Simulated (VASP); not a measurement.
A run of VASP 6.6.1:

Contents of INCAR:

```
SYSTEM = CO2
  PREC = Accurate
  ENCUT = 400
  EDIFF = 1E-6
  ISMEAR = 0
  SIGMA = 0.01
  LREAL = .False.
  LASPH = .True.
  NELM = 80
  ALGO = Normal
  ISIF = 2
  LWAVE = .False.
  LCHARG = .False.
  GGA = CA
  ISYM = 0
```

The input KPOINTS:

```
regular mesh
0
Gamma
  1 1 1
  0 0 0
```

File POSCAR:

```
CO2                                     
1.0
   12.1554342666      0.0000000000      0.0000000000
    0.0000000000     12.6554342666      0.0000000000
    0.0000000000      0.0000000000     13.1554342666
  O               C             
     2     1
Selective dynamics
Direct
     0.4862752546000024    0.5649009669999998    0.4370815808999993   F   F   F
     0.5145190010528863    0.4394693769791599    0.5665609947385249   T   T   T
     0.5003978090328378    0.5021838403526742    0.5018258090849687   T   T   T
```

Potentials or basis: VASP PAW LDA potentials, release 64 (O, C).

Launch:

```console
$ cat potpaw_LDA.64/O/POTCAR potpaw_LDA.64/C/POTCAR > POTCAR
$ mpirun -np 4 vasp_gam > vasp.out
```

Hardware: 4 MPI ranks on AMD EPYC 9R45 (Zen 5) (shared host).

Q: Estimate the wall time of this run.

A: Run time: 8.4 s on 4 MPI ranks on AMD EPYC 9R45 (Zen 5) (shared host), peak memory 0.28 GiB a rank. Counts: scf iterations 22, k points 1.
